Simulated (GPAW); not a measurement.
Si: energy against volume and a worked fit

Symmetry: Fd-3m, No. 227, cubic system. Conventional cell: a = 5.444 Å, b = 5.444 Å, c = 5.444 Å, α = 90.00°, β = 90.00°, γ = 90.00°. Si (site symmetry -43m) is surrounded by 4 Si at 2.36 Å.

The cell was scaled at fixed shape and fractions and run with GPAW, PAW data sets generated for this functional, cutoff 600 eV; WC, k mesh 8 × 8 × 8 on the cell of 2 atoms, fermi-dirac occupations of 0.05 eV, no spin polarisation, no spin-orbit coupling. Energies are those that the program minimises, any entropy of the smearing included.

```csv
V (Å³/atom),energy over the lowest row (meV/atom)
18.9549,20.841
19.3582,8.319
19.7615,?
20.1648,0.000
20.5681,3.110
20.9714,10.419
21.3746,21.501
```

Q: Fit the third-order Birch-Murnaghan form, give V0, B0 and B′, and predict the energy left open.

A: With y = (V0/V)^(2/3), E = E0 + (9 V0 B0/16) [(y - 1)³ B′ + (y - 1)² (6 - 4y)]. Least squares through the rows shown give V0 = 20.0916 Å³/atom, E0 = -0.075 meV, B0 = 94.09 GPa (1 eV/Å³ = 160.218 GPa) and B′ = 4.27, with a largest miss of 0.003 meV. At V = 19.7615 the form with these constants gives 1.565 meV; the run gave 1.563 meV an atom. Measured volume: 20.02 Å³/atom at 293.15 K (arxiv:1010.2317), so the fit lies +0.4 % from it. The runs are for a static lattice.
